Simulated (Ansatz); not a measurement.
# Ru: stress in a strained cell

Ru is deformed so: equal xy, yz and zx engineering shear strains of -1 %. What stress and forces result, by LAPW, PAW and all-electron datasets made for the crystal?

Method: DFT PBEsol, scalar-relativistic, in Ansatz 0.2.0.

## 1. The structure to begin with

Symmetry: P6_3/mmc, No. 194, hexagonal system. Conventional cell: a = 2.706 Å, b = 2.706 Å, c = 4.282 Å, α = 90.00°, β = 90.00°, γ = 120.00°. Around Ru (site symmetry -6m2) lie 12 Ru at 2.65 to 2.71 Å.

Structure file:

```cif
data_structure
_symmetry_space_group_name_H-M 'P6_3/mmc'
_symmetry_Int_Tables_number 194
_cell_length_a 2.7058
_cell_length_b 2.7058
_cell_length_c 4.2819
_cell_angle_alpha 90.000
_cell_angle_beta 90.000
_cell_angle_gamma 120.000
_cell_volume 27.15
loop_
_atom_site_label
_atom_site_type_symbol
_atom_site_symmetry_multiplicity
_atom_site_Wyckoff_symbol
_atom_site_fract_x
_atom_site_fract_y
_atom_site_fract_z
_atom_site_occupancy
Ru1 Ru 2 c 0.33333 0.66667 0.25000 1
```

The file gives the conventional cell by its symmetry; the runs use the cell typed in the input.

Atoms are numbered in the order of the input: Ru1, Ru2.

## 2. After the deformation

Space group P6_3/mmc before, P-1 after.

## 3. Full-potential LAPW

Input file input.yaml:

```yaml
crystal:
  lattice:
    - [2.7057993342, -0.0135289967, -0.0135289967]
    - [-1.3646161219, 2.3500554593, -0.0049519565]
    - [-0.0214095, -0.0214095, 4.2819]
  atoms:
    - { symbol: Ru, position: [0.3333333333, 0.6666666667, 0.25] }
    - { symbol: Ru, position: [0.6666666667, 0.3333333333, 0.75] }
kpoints:
  mp_grid: { grid: [14, 14, 8] }
  band_path:
    path:
      - [0.0, 0.0, 0.0]
      - [0.0, 0.0, 0.5]
      - [-0.5, 0.5, 0.0]
      - [0.0, 0.0, 0.0]
      - [0.0, -0.5, 0.0]
      - [-0.5, 0.0, 0.5]
      - [0.0, 0.0, 0.0]
      - [-0.5, 0.0, 0.0]
      - [0.0, -0.5, 0.5]
    npoints: 5
scf:
  occupations: { method: fermi_dirac, width: 0.03 }
hamiltonian:
  xc: pbesol
  pseudopotentials: { kind: all_electron, lapw: { basis_error: 0.0005 } }
output:
  forces: true
  stress: true
  eigenvalues: true
```

On the command line:

```sh
ansatz run input.yaml --threads 1 --pin off --max-ram 3072MiB --backend cpu --events-out ev --progress --plain --runs-dir out
```

## 4. Frozen-core PAW

Input file input.yaml:

```yaml
crystal:
  lattice:
    - [2.7057993342, -0.0135289967, -0.0135289967]
    - [-1.3646161219, 2.3500554593, -0.0049519565]
    - [-0.0214095, -0.0214095, 4.2819]
  atoms:
    - { symbol: Ru, position: [0.3333333333, 0.6666666667, 0.25] }
    - { symbol: Ru, position: [0.6666666667, 0.3333333333, 0.75] }
kpoints:
  mp_grid: { grid: [14, 14, 8] }
scf:
  occupations: { method: fermi_dirac, width: 0.03 }
hamiltonian:
  xc: pbesol
  pseudopotentials: { kind: paw }
output:
  forces: true
  stress: true
  eigenvalues: true
  efg: { contact_densities: true }
```

## 5. Datasets made for this crystal

Edit input.yaml of step 4 so:

```diff
@@ -14,3 +14,3 @@
   xc: pbesol
-  pseudopotentials: { kind: paw }
+  pseudopotentials: { kind: all_electron, datasets: crystal }
 output:
```

(Steps that only read results are left out.)

Before running it: what results should come out? Wanted: pressure; largest shear or deviatoric stress.

**Answer**, as computed:

| quantity | value |
| --- | --- |
| pressure | LAPW -6.18, PAW -6.16, crystal datasets -6.18 GPa |
| largest shear or deviatoric stress (LAPW) | 1.98 GPa |

The largest part of the stress beyond the pressure is 1.98 GPa in size; the atoms are carried along and not relaxed. No run of the undeformed cell stands beside it, so the pressure holds what the given cell had before the change. PAW: stress within 0.04 GPa of LAPW, forces within 1 meV/Å. Crystal datasets: stress within 0.01 GPa of LAPW, forces within 1 meV/Å.
